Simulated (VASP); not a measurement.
Set up this calculation in VASP 6.6.1, as the native input.

```
Task                   : relaxation of cell and atoms
Functional             : PBE
Potentials or basis    : VASP PAW PBE potentials, release 64 (Cd, Te)
Cutoff                 : 600 eV
k mesh                 : 10 × 10 × 10
Occupations            : gaussian, width 0.02 eV
Spin                   : no spin polarisation
Dipole correction      : no
Further INCAR settings : ALGO = Fast; EDIFF = 1e-07; IBRION = 2; EDIFFG = -0.005; NSW = 100; ISIF = 3
```

The structure of CdTe lies in POSCAR:

```
CdTe
1.0
    0.0000000000      3.3086867292      3.3086867292
    3.3086867292      0.0000000000      3.3086867292
    3.3086867292      3.3086867292      0.0000000000
Cd Te
1 1
Direct
    0.0000000000      0.0000000000      0.0000000000
    0.7500000000      0.7500000000      0.7500000000
```

The input as run:

INCAR

```
PREC = Accurate
ENCUT = 600
EDIFF = 1E-7
ISMEAR = 0
SIGMA = 0.02
LREAL = F
LASPH = T
NELM = 100
ALGO = Fast
ISIF = 3
LWAVE = F
LCHARG = F
GGA = PE
IBRION = 2
NSW = 100
EDIFFG = -0.005
```

KPOINTS

```
Automatic mesh
0
Gamma
  10 10 10
```

Potentials or basis: VASP PAW PBE potentials, release 64 (Cd, Te).

Command:

```bash
$ cat potpaw_PBE.64/Cd/POTCAR potpaw_PBE.64/Te/POTCAR > POTCAR
$ mpirun -np 1 vasp_std > vasp.out
```

It gave:

* Relaxed volume: 36.32 Å³/atom
* Relaxed cell: a = 4.684 Å, b = 4.684 Å, c = 4.684 Å, α = 60.00°, β = 60.00°, γ = 60.00°
* Space group after relaxing (to 0.05 Å): F-43m (No. 216)
* Energy gained by relaxing: 0.0 meV/atom
* Ionic steps: 2
* Pressure after relaxing: 0.0 GPa
* Band gap on the k mesh: 0.58 eV, direct

Caveat: spin-orbit coupling is left out, which moves the levels of the heavy elements.

It took 62 s on 1 thread of Intel(R) Xeon(R) Platinum 8559C (Emerald Rapids), on a shared host, peak memory 0.27 GiB.
